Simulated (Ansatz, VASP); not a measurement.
## One calculation of GaN, two programs

Contents of INCAR:

```
ALGO = Normal
EDIFF = 1E-6
ENCUT = 520
GGA = PE
ISIF = 2
ISMEAR = 0
LASPH = True
LCHARG = True
LELF = True
LREAL = False
LVHAR = True
LWAVE = False
NBANDS = 16
NELM = 100
PREC = Accurate
SIGMA = 0.02
```

KPOINTS

```
k-points
0
Gamma
  10 10 10
```

Contents of POSCAR:

```
GaN
1.0
    0.0000000000      2.0755698173      2.0755698173
    2.0755698173      0.0000000000      2.0755698173
    2.0755698173      2.0755698173      0.0000000000
Ga N
1 1
Direct
    0.0000000000      0.0000000000      0.0000000000
    0.7500000000      0.7500000000      0.7500000000
```

Input for Ansatz:

```yaml
crystal:
  lattice:
    - [0.0, 2.0755698173, 2.0755698173]
    - [2.0755698173, 0.0, 2.0755698173]
    - [2.0755698173, 2.0755698173, 0.0]
  atoms:
    - { symbol: Ga, position: [0.0, 0.0, 0.0] }
    - { symbol: "N", position: [0.75, 0.75, 0.75] }
basis:
  ecutwfc: 420
kpoints:
  mp_grid: { grid: [10, 10, 10] }
hamiltonian:
  xc: pbe
scf:
  occupations: { method: gaussian, width: 0.02 }
output:
  forces: true
  stress: true
  eigenvalues: true
```

Alike in both runs: task single point; functional PBE; k mesh 10 × 10 × 10; occupations gaussian, width 0.02 eV; no spin polarisation.

|  | VASP | Ansatz |
| --- | --- | --- |
| version | VASP 6.6.1 | Ansatz 0.2.0 |
| potentials or method | VASP PAW PBE potentials, release 64 (Ga_d, N) | scalar-relativistic, plane waves, PAW |
| plane-wave cutoff (eV) | 520 | 420 |
| valence electrons in the cell | 18 | 18 |

|  | VASP | Ansatz | Ansatz less VASP |
| --- | --- | --- | --- |
| gap on the k mesh at the Fermi level (eV) | 3.30 | 3.27 | -0.026 |
| least direct gap on the mesh (eV) | 3.30 | 3.27 | -0.026 |
| pressure (GPa) | 84.8 | 85.6 | +0.78 |

The functional is the same, so the differences come from potentials, cutoffs and numerics.

Caveats: the cell as given lies far from equilibrium; so large a pressure means that the cell lies far from this level's equilibrium, or that cutoff or potentials fall short (VASP). A k mesh can miss the band edges.
